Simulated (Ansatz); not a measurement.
MgS built on the zincblende prototype, 2 atoms and 16 valence electrons in a cell of about 45 Å³, was run 9 times in Ansatz 0.2.0, each time on 1 × NVIDIA H100 80GB HBM3 with 2 threads of AMD EPYC 7R13 Processor (Zen 3), on a shared host.

```
                                                   run  k mesh  irreducible k  cutoff (eV)  plane waves  bands  SCF iterations  wall time  peak host memory (GiB)
                 G0W0, r2SCAN, 103 empty bands, 100 eV   6×6×6             16          500         1139     12               6        8 s                     1.3
                 G0W0, r2SCAN, 248 empty bands, 180 eV   6×6×6             16          500         1139     12               6       11 s                     1.5
                 G0W0, r2SCAN, 482 empty bands, 260 eV   6×6×6             16          500         1139     12               6       18 s                       2
                  G0W0, HSE06, 248 empty bands, 180 eV   6×6×6             16          420          893     12              10       19 s                     1.6
                    G0W0, PBE, 248 empty bands, 180 eV   6×6×6             16          420          893     12               6      8.6 s                     1.5
                   G0W0, PBE0, 248 empty bands, 180 eV   6×6×6             16          420          893     12              10       23 s                     1.6
   G0W0, r2SCAN, 248 empty bands, 180 eV, plasmon pole   6×6×6             16          500         1139     12               6       16 s                     2.2
                   G0W0, r2SCAN, 73 empty bands, 80 eV   8×8×8             29          500         1139     12               6       27 s                     1.3
G0W0, r2SCAN, 248 empty bands, 180 eV, norm-conserving   6×6×6             16         1143         3943     12               6       17 s                     1.7
```

The slowest run (G0W0, r2SCAN, 73 empty bands, 80 eV) took about 3 times as long as the quickest (G0W0, r2SCAN, 103 empty bands, 100 eV).
